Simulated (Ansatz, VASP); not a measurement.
# Two plane-wave programs on Ti

```
Ti
1.0
     0.00000    2.00256    2.00256
     2.00256    0.00000    2.00256
     2.00256    2.00256    0.00000
Ti
1
Direct
  0.00000 0.00000 0.00000
```

This isn't the form of Ti at room conditions, which is hcp.

Alike in both runs: task single point; functional PBEsol; k mesh 10 × 10 × 10; occupations fermi-dirac, width 0.15 eV; no spin polarisation.

|  | VASP | Ansatz |
| --- | --- | --- |
| version | VASP 6.6.1 | Ansatz 0.2.0 |
| potentials or method | VASP PAW PBE potentials, release 64 (Ti_sv) | plane waves, PAW |
| plane-wave cutoff (eV) | 520 | 500 |
| valence electrons in the cell | 12 | 12 |

```tsv
	VASP	Ansatz	Ansatz less VASP
pressure (GPa)	5.0	5.3	+0.33
```

Caveats: the PAW data sets were made with another functional, which shifts forces and pressure a little (VASP).
